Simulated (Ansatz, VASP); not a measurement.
**Si in VASP and in Ansatz**

```
Si
1.0
    -3.32544    3.32544    1.92239
     3.32544   -3.32544    1.92239
     3.32544    3.32544   -1.92239
Si
4
Direct
  0.82120 0.17880 0.00000
  0.17880 0.82120 0.00000
  0.82120 0.82120 0.64240
  0.17880 0.17880 0.35760
```

This isn't the form of Si at room conditions, which is diamond.

Alike in both runs: task single point; functional PBE; k mesh 8 × 8 × 8; occupations fermi-dirac, width 0.05 eV; no spin polarisation.

|  | VASP | Ansatz |
| --- | --- | --- |
| version | VASP 6.6.1 | Ansatz 0.2.0 |
| potentials or method | VASP PAW PBE potentials, release 64 (Si), cutoff 520 eV | all-electron LAPW, scalar-relativistic |

```csv
,VASP,Ansatz,Ansatz less VASP
gap on the k mesh at the Fermi level (eV),0.26,0.26,-0.001
least direct gap on the mesh (eV),0.39,0.39,+0.001
pressure (GPa),1.3,1.3,+0.05
rms of the force components (eV/Å),0.005,0.005,+0.0003
```

Atom by atom the forces differ by 0.000 eV/Å (rms over components). Ansatz ran all-electron here, so the differences hold the error of VASP's frozen core and of both bases.
